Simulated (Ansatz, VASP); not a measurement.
**One calculation of Si, two programs**

```xyz
2
Lattice="0.0000 2.5218 2.5218 2.5218 0.0000 2.5218 2.5218 2.5218 0.0000" Properties=species:S:1:pos:R:3 pbc="T T T"
Si   -0.6305   -0.6305   -0.6305
Si    0.6305    0.6305    0.6305
```

Change from the starting cell: volume scaled by 0.8, LAPW.

Alike in both runs: task single point; functional PBEsol; k mesh 12 × 12 × 12; occupations fermi-dirac, width 0.08 eV; no spin polarisation.

|  | VASP | Ansatz |
| --- | --- | --- |
| version | VASP 6.6.1 | Ansatz 0.2.0 |
| potentials or method | VASP PAW PBE potentials, release 64 (Si), cutoff 520 eV | all-electron LAPW, scalar-relativistic |

VASP gave:

```
pressure (GPa) : 33.3
```

**Question.** Which values does Ansatz return?

**Answer.** Pressure (GPa): 32.8.

Ansatz ran all-electron here, so the differences hold the error of VASP's frozen core and of both bases.

Caveats: so large a pressure means that the cell lies far from this level's equilibrium, or that cutoff or potentials fall short (VASP); the potentials were made for another functional, which shifts forces and pressure (VASP).
